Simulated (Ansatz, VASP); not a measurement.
**Two plane-wave programs on ZrC**

File INCAR:

```
SYSTEM = ZrC
ALGO = Normal
EDIFF = 1E-6
ENCUT = 520
ISIF = 2
ISMEAR = 0
LASPH = .True.
LCHARG = .False.
LREAL = .False.
LWAVE = .False.
NBANDS = 15
NELM = 100
PREC = Accurate
SIGMA = 0.15
```

File KPOINTS:

```
k-points
0
Gamma
  16 16 16
  0 0 0
```

The input POSCAR:

```
ZrC
1.0
    0.0000000000      2.2395031095      2.4831796137
    2.2395031095      0.0000000000      2.4831796137
    2.2395031095      2.2395031095      0.0000000000
Zr C
1 1
Direct
    0.4951207967      0.5048792033      0.5048792033
    0.0370573274     -0.0370573274     -0.0370573274
```

Input for Ansatz:

```yaml
crystal:
  lattice:
    - [0.0, 2.2395031095, 2.4831796137]
    - [2.2395031095, 0.0, 2.4831796137]
    - [2.2395031095, 2.2395031095, 0.0]
  atoms:
    - { symbol: Zr, position: [0.4951207967, 0.5048792033, 0.5048792033] }
    - { symbol: C, position: [0.0370573274, -0.0370573274, -0.0370573274] }
basis:
  ecutwfc: 520.0
kpoints:
  mp_grid: { grid: [16, 16, 16] }
hamiltonian:
  xc: lda
scf:
  occupations: { method: gaussian, width: 0.15 }
output:
  forces: true
  stress: true
  eigenvalues: true
```

Change from the starting cell: mode 4 frozen in at -0.172 Å, strain +e along z and -e/2 along x and y +0.0700.

Alike in both runs: task single point; functional LDA; k mesh 16 × 16 × 16; occupations gaussian, width 0.15 eV; no spin polarisation.

```csv
,VASP,Ansatz
version,VASP 6.6.1,Ansatz 0.2.0
potentials or method,"VASP PAW LDA potentials, release 64 (Zr_sv, C)","scalar-relativistic, plane waves, PAW"
plane-wave cutoff (eV),520,520
valence electrons in the cell,16,16
```

Ansatz gave:

* gap on the k mesh at the Fermi level (eV): none
* pressure (GPa): 10.2
* largest component of the traceless stress (GPa): 30.48
* rms of the force components (eV/Å): 1.455

Problem. Estimate VASP's values.

Solution. gap on the k mesh at the Fermi level (eV): none; pressure (GPa): 10.8; largest component of the traceless stress (GPa): 30.77; rms of the force components (eV/Å): 1.470.

Atom by atom the forces differ by 0.015 eV/Å (rms over components). A gap of «none» marks a metal or a gap that the smearing closes.

Caveats: forces of over 1 eV/Å show positions far from the minimum, so gaps and moduli don't describe the material at rest.
